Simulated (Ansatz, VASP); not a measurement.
**Pd in VASP and in Ansatz**

File INCAR:

```
SYSTEM = Pd
PREC = Accurate ; ENCUT = 520
EDIFF = 1E-6 ; ISMEAR = 1
SIGMA = 0.1 ; LREAL = .FALSE.
LASPH = .TRUE. ; NELM = 100
ALGO = Normal ; ISIF = 2
LWAVE = .FALSE. ; LCHARG = .FALSE.
GGA = PS ; NBANDS = 28
```

The input KPOINTS:

```
regular mesh
0
G
  10 10 3
  0 0 0
```

Contents of POSCAR:

```
Pd
1.0
    2.8343487427      0.0000000000      0.0000000000
   -1.4171743714      2.4546181462      0.0000000000
    0.0000000000      0.0000000000      9.3553406474
Pd
4
Direct
    0.0000000000      0.0000000000      0.0000000000
    0.3333333333      0.6666666667      0.2500000000
    0.0000000000      0.0000000000      0.5000000000
    0.6666666667      0.3333333333      0.7500000000
```

Input for Ansatz:

```yaml
crystal:
  lattice:
    - [2.8343487427218417, 0.0, 0.0]
    - [-1.4171743713609208, 2.45461814619043, 0.0]
    - [0.0, 0.0, 9.355340647392667]
  atoms:
    - { symbol: Pd, position: [0.0, 0.0, 0.0] }
    - { symbol: Pd, position: [0.3333333333333333, 0.6666666666666666, 0.25] }
    - { symbol: Pd, position: [0.0, 0.0, 0.5] }
    - { symbol: Pd, position: [0.6666666666666666, 0.3333333333333333, 0.75] }
basis:
  ecutwfc: 510.0
kpoints:
  mp_grid:
    grid: [10, 10, 3]
hamiltonian:
  xc: pbesol
scf:
  occupations:
    method: methfessel_paxton
    width: 0.1
output:
  stress: true
```

This isn't the form of Pd at room conditions, which is fcc.

Alike in both runs: task single point; functional PBEsol; k mesh 10 × 10 × 3; occupations methfessel-paxton of order 1, width 0.1 eV; no spin polarisation.

```csv
,VASP,Ansatz
version,VASP 6.6.1,Ansatz 0.2.0
potentials or method,"VASP PAW PBE potentials, release 64 (Pd)","plane waves, PAW"
plane-wave cutoff (eV),520,510
valence electrons in the cell,40,72
```

Ansatz gave:

- pressure (GPa): -16.6
- largest component of the traceless stress (GPa): 0.45

Problem. Estimate VASP's values.

Solution. Pressure (GPa): -16.8; largest component of the traceless stress (GPa): 0.38.

The two sets of potentials don't hold the same shells in valence.

Caveats: so large a pressure means that the cell lies far from this level's equilibrium, or that cutoff or potentials fall short (VASP); the potentials were made for another functional, which shifts forces and pressure (VASP).
